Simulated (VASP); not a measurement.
# SnTe (P4/mmm) in VASP: further runs

One crystal, SnTe, is run at these levels: PBE+D3(BJ); tasks: single point.

Everything below comes from runs of VASP 6.6.1. Logs are shortened: lines on timing, memory, paths and dates and some standing lists are left out, and cuts for length are marked.

## Step 1: The cell of the first run

The structure is tetragonal, space group P4/mmm (No. 123). Conventional cell: a = 3.592 Å, b = 3.592 Å, c = 4.217 Å, α = 90.00°, β = 90.00°, γ = 90.00°. Sn (site symmetry 4/mmm) is surrounded by 8 Te at 3.30 Å and 4 Sn at 3.59 Å. Around Te (site symmetry 4/mmm) lie 8 Sn at 3.30 Å and 4 Te at 3.59 Å.

Measurements of this composition are mostly on another form, of space group No. 225.

## Step 2: Single point, PBE+D3(BJ) (strain -0.080 along x and y, +0.080 along z, atoms carried along)

Input file INCAR:

```
  PREC = Accurate
  ENCUT = 520
  EDIFF = 1E-6
  ISMEAR = 0
  SIGMA = 0.15
  LREAL = F
  LASPH = T
  NELM = 100
  ALGO = Fast
  ISIF = 2
  LWAVE = F
  LCHARG = F
  GGA = PE
  IVDW = 12
  NBANDS = 17
```

Input file KPOINTS:

```
regular mesh
0
Gamma
  12 12 12
```

Input file POSCAR:

```
SnTe
1.0
    3.5923240000      0.0000000000      0.0000000000
    0.0000000000      3.5923240000      0.0000000000
    0.0000000000      0.0000000000      4.2170760000
Sn Te
1 1
Direct
    0.0000000000      0.0000000000      0.0000000000
    0.5000000000      0.5000000000      0.5000000000
```

Potentials or basis: VASP PAW PBE potentials, release 64 (Sn_d, Te).

On the command line:

```bash
$ cat potpaw_PBE.64/Sn_d/POTCAR potpaw_PBE.64/Te/POTCAR > POTCAR
$ mpirun -np 1 vasp_std > vasp.out
```

OUTCAR:

```text
PREC = Accurate
   ENCUT = 520
   EDIFF = 1E-6
   ISMEAR = 0
   LREAL = F
   LASPH = T
   NELM = 100
   ISIF = 2
   GGA = PE
   IVDW = 12
 IVDW          = 12

 ion  position               nearest neighbor table
   1  0.000  0.000  0.000-   2 3.30   2 3.30   2 3.30   2 3.30   2 3.30   2 3.30   2 3.30   2 3.30

   2  0.500  0.500  0.500-   1 3.30   1 3.30   1 3.30   1 3.30   1 3.30   1 3.30   1 3.30   1 3.30

  LATTYP: Found a simple tetragonal cell.
 ALAT       =     3.5923240000
 C/A-ratio  =     1.1739130435

  Lattice vectors:

 A1 = (   3.5923240000,   0.0000000000,   0.0000000000)
 A2 = (   0.0000000000,   3.5923240000,   0.0000000000)
 A3 = (   0.0000000000,   0.0000000000,   4.2170760000)

Analysis of symmetry for initial positions (statically):
=====================================================================
 Subroutine PRICEL returns:
 Original cell was already a primitive cell.

 Routine SETGRP: Setting up the symmetry group for a
 simple tetragonal supercell.

 Subroutine GETGRP returns: Found 16 space group operations
 (whereof 16 operations were pure point group operations)
 out of a pool of 16 trial point group operations.

The static configuration has the point symmetry D_4h.

Analysis of symmetry for dynamics (positions and initial velocities):
=====================================================================
 Subroutine PRICEL returns:
 Original cell was already a primitive cell.

 Routine SETGRP: Setting up the symmetry group for a
 simple tetragonal supercell.

 Subroutine GETGRP returns: Found 16 space group operations
 (whereof 16 operations were pure point group operations)
 out of a pool of 16 trial point group operations.

The dynamic configuration has the point symmetry D_4h.

 Subroutine INISYM returns: Found 16 space group operations
 (whereof 16 operations are pure point group operations),
 and found     1 'primitive' translations

----------------------------------------------------------------------------------------

                                     Primitive cell

  volume of cell :      54.4205

  direct lattice vectors                    reciprocal lattice vectors
     3.592324000  0.000000000  0.000000000     0.278371327  0.000000000  0.000000000
     0.000000000  3.592324000  0.000000000     0.000000000  0.278371327  0.000000000
     0.000000000  0.000000000  4.217076000     0.000000000  0.000000000  0.237131131

  length of vectors
     3.592324000  3.592324000  4.217076000     0.278371327  0.278371327  0.237131131

  position of ions in fractional coordinates (direct lattice)
     0.000000000  0.000000000  0.000000000
     0.500000000  0.500000000  0.500000000

  ion indices of the primitive-cell ions
   primitive index   ion index
                 1           1
                 2           2

----------------------------------------------------------------------------------------

 KPOINTS: regular mesh

Automatic generation of k-mesh.
 Grid dimensions read from file:
 generate k-points for:   12   12   12

 Generating k-lattice:

  Cartesian coordinates                     Fractional coordinates (reciprocal lattice)
     0.023197611  0.000000000  0.000000000     0.083333333  0.000000000  0.000000000
     0.000000000  0.023197611  0.000000000     0.000000000  0.083333333  0.000000000
     0.000000000  0.000000000  0.019760928     0.000000000  0.000000000  0.083333333

  Length of vectors
     0.023197611  0.023197611  0.019760928

  Shift w.r.t. Gamma in fractional coordinates (k-lattice)
     0.000000000  0.000000000  0.000000000

 Subroutine IBZKPT returns following result:
 ===========================================

 Found    196 irreducible k-points:

 Following reciprocal coordinates:
            Coordinates               Weight
  0.000000  0.000000  0.000000      1.000000
  0.083333  0.000000  0.000000      4.000000
  0.166667  0.000000  0.000000      4.000000
  0.250000  0.000000  0.000000      4.000000
  0.333333  0.000000  0.000000      4.000000
  0.416667  0.000000  0.000000      4.000000
[... 16 lines left out ...]
  0.333333  0.333333  0.000000      4.000000
  0.416667  0.333333  0.000000      8.000000
 [... further k-points ...]
   k-points           NKPTS =    196   k-points in BZ     NKDIM =    196   number of bands    NBANDS=     17
   number of dos      NEDOS =    301   number of ions     NIONS =      2
   total plane-waves  NPLWV =  25088
   dimension x,y,z NGX =    28 NGY =   28 NGZ =   32
   dimension x,y,z NGXF=    56 NGYF=   56 NGZF=   64
   ions per type =               1   1
   NGX,Y,Z   is equivalent  to a cutoff of  12.96, 12.96, 12.62 a.u.
   NGXF,Y,Z  is equivalent  to a cutoff of  25.92, 25.92, 25.23 a.u.
 SYSTEM =  unknown system
   PREC   = accura    normal or accurate (medium, high low for compatibility)
   ISTART =      0    job   : 0-new  1-cont  2-samecut
   ICHARG =      2    charge: 1-file 2-atom 10-const
   ISPIN  =      1    spin polarized calculation?
   LNONCOLLINEAR =      F non collinear calculations
   LSORBIT =      F    spin-orbit coupling
   LASPH  =      T    aspherical Exc in radial PAW
   ENCUT  =  520.0 eV  38.22 Ry    6.18 a.u.   6.68  6.68  7.84*2*pi/ulx,y,z
   NELM   =    100;   NELMIN=  2; NELMDL= -5     # of ELM steps
   EDIFF  = 0.1E-05   stopping-criterion for ELM
   LREAL  =      F    real-space projection
   EDIFFG = 0.1E-04   stopping-criterion for IOM
   NSW    =      0    number of steps for IOM
   IBRION =     -1    ionic relax: 0-MD 1-quasi-New 2-CG
   NFREE  =      0    steps in history (QN), initial steepest desc. (CG)
   ISIF   =      2    stress and relaxation
   ISYM   =      2    0-nonsym 1-usesym 2-fastsym
   POTIM  = 0.5000    time-step for ionic-motion
   TEBEG  =    0.0;   TEEND  =   0.0 temperature during run
   PSTRESS=    0.0 pullay stress
   NELECT =      20.0000    total number of electrons
   NUPDOWN=      -1.0000    fix difference up-down
   EMIN   =  10.00;   EMAX   =-10.00  energy-range for DOS
   EFERMI =   0.00;   METHOD = LEGACY
   ISMEAR =     0;   SIGMA  =   0.15  broadening in eV -4-tet -1-fermi 0-gaus
   EFERMI_NEDOS =   21; number of points for ismear=-14 and -15
   IALGO  =     68    algorithm
   IMIX   =      4    mixing-type and parameters
     AMIX     =   0.40;   BMIX     =  1.00
     AMIX_MAG =   1.60;   BMIX_MAG =  1.00
  volume/ion in A,a.u.               =      27.21       183.62
  Fermi-wavevector in a.u.,A,eV,Ry     =   1.172638  2.215965 18.709102  1.375080
  Thomas-Fermi vector in A             =   2.309064
   LORBIT       =      0    0 simple, 1 ext, 2 COOP (PROOUT), +10 PAW based schemes
   GGA     = PE    functional components
   LHFCALC =     F    Hartree Fock is set to
   AEXX    =    0.0000 exact exchange contribution
   IVDW    =    12    specifies the selected vdW correction
   LEPSILON=     F    determine dielectric tensor
   LRPA    =     F    only Hartree local field effects (RPA)
 non-spin polarized calculation
 RMM-DIIS sequential band-by-band and
 Gauss-broadening in eV      SIGMA  =   0.15
  energy-cutoff  :      520.00
  volume of cell :       54.42
 maximum number of plane-waves:      1487
 NGX is ok and might be reduce to    28
   NGX = 13   NGY = 13   NGZ = 15

 number of electron      19.9999997 magnetization

 Free energy of the ion-electron system (eV)
  ---------------------------------------------------
  ext. energy  EPLUGINS =         0.00000000
  ---------------------------------------------------
  free energy    TOTEN  =        -6.92748131 eV

  energy without entropy =       -6.91543436  energy(sigma->0) =       -6.92145784

 E-fermi :   8.3355     XC(G=0): -10.2928

 val. band max:        8.3343611054   @ k =   0.3333   0.0833   0.5000
 cond. band min:       8.3510218829   @ k =   0.0000   0.0000   0.5000
 fundamental gap:      0.0166607775
 Fermi energy:         8.3355405095

 k-point     1 :       0.0000    0.0000    0.0000
  band No.  band energies     occupation
      1     -13.4196      2.00000
      2     -13.3950      2.00000
      3     -13.3503      2.00000
      4     -13.3503      2.00000
      5     -13.3321      2.00000
      6      -4.8076      2.00000
[... 9 lines left out ...]
     16      18.7957      0.00000
     17      18.7971      0.00000

 k-point     2 :       0.0833    0.0000    0.0000
  band No.  band energies     occupation
      1     -13.4159      2.00000
      2     -13.3933      2.00000
      3     -13.3522      2.00000
      4     -13.3502      2.00000
      5     -13.3337      2.00000
      6      -4.7374      2.00000
[... 9 lines left out ...]
     16      18.1941      0.00000
     17      18.8469      0.00000

 k-point     3 :       0.1667    0.0000    0.0000
  band No.  band energies     occupation
      1     -13.4085      2.00000
      2     -13.3860      2.00000
      3     -13.3575      2.00000
      4     -13.3498      2.00000
      5     -13.3381      2.00000
      6      -4.5304      2.00000
[... 9 lines left out ...]
     16      17.9931      0.00000
     17      18.9732      0.00000

 k-point     4 :       0.2500    0.0000    0.0000
  band No.  band energies     occupation
      1     -13.4036      2.00000
      2     -13.3708      2.00000
      3     -13.3646      2.00000
      4     -13.3493      2.00000
      5     -13.3442      2.00000
      6      -4.2006      2.00000
[... 9 lines left out ...]
     16      17.6600      0.00000
     17      18.2273      0.00000
[... 343 lines left out ...]
      1     -13.3762      2.00000
      2     -13.3735      2.00000
      3     -13.3690      2.00000
      4     -13.3609      2.00000
      5     -13.3238      2.00000
      6      -2.6684      2.00000
[... 9 lines left out ...]
     16      16.4180      0.00000
     17      16.6386      0.00000

 k-point    23 :       0.3333    0.3333    0.0000
  band No.  band energies     occupation
      1     -13.3742      2.00000
      2     -13.3690      2.00000
      3     -13.3677      2.00000
      4     -13.3623      2.00000
      5     -13.3303      2.00000
      6      -2.8447      2.00000
[... 9 lines left out ...]
     16      16.6192      0.00000
     17      17.1028      0.00000

 k-point    24 :       0.4167    0.3333    0.0000
  band No.  band energies     occupation
      1     -13.3800      2.00000
      2     -13.3732      2.00000
      3     -13.3675      2.00000
      4     -13.3593      2.00000
      5     -13.3183      2.00000
      6      -2.4990      2.00000
[... 9 lines left out ...]
     16      15.8732      0.00000
     17      16.0851      0.00000

 [... further k-points ...]

------------------------ aborting loop because EDIFF is reached ----------------------------------------

 Edisp (eV)   -0.91343

 E8    (eV) :    -0.4263

  FORCE on cell =-STRESS in cart. coord.  units (eV):
  Direction    XX          YY          ZZ          XY          YZ          ZX
  --------------------------------------------------------------------------------------
  -------------------------------------------------------------------------------------
  Total       1.13261     1.13261    -0.78050     0.00000    -0.00000     0.00000
  in kB      33.34488    33.34488   -22.97848     0.00000    -0.00000     0.00000
  external pressure =       14.57 kB  Pullay stress =        0.00 kB

 VOLUME and BASIS-vectors are now :
 -----------------------------------------------------------------------------
  energy-cutoff  :      520.00
  volume of cell :       54.42
      direct lattice vectors                 reciprocal lattice vectors
     3.592324000  0.000000000  0.000000000     0.278371327  0.000000000  0.000000000
     0.000000000  3.592324000  0.000000000     0.000000000  0.278371327  0.000000000
     0.000000000  0.000000000  4.217076000     0.000000000  0.000000000  0.237131131

 POSITION                                       TOTAL-FORCE (eV/Angst)
 -----------------------------------------------------------------------------------
      0.00000      0.00000      0.00000         0.000000      0.000000      0.000000
      1.79616      1.79616      2.10854         0.000000      0.000000      0.000000
 -----------------------------------------------------------------------------------
    total drift:                               -0.000000      0.000000     -0.000000

  FREE ENERGIE OF THE ION-ELECTRON SYSTEM (eV)
  ---------------------------------------------------
  free  energy   TOTEN  =        -7.8409094780 eV

  energy  without entropy=       -7.8288625284  energy(sigma->0) =       -7.83488600
```

Wall time 2.1 min (1 thread of Intel Xeon 6975P-C (Granite Rapids), shared host); peak memory 0.3 GiB.

What came out:

| Item | Value |
| --- | --- |
| Free energy | -7.8409 eV |
| Pressure | 1.5 GPa |
| Band gap on the k mesh | none (metal or under the smearing width) |
| Dispersion energy per atom | -0.457 eV |

Caveat: pairwise dispersion overbinds metals, which lowers pressure and volume. Spin-orbit coupling is left out, which matters for the levels of Te.

(Part 1 of 2 ends here.)
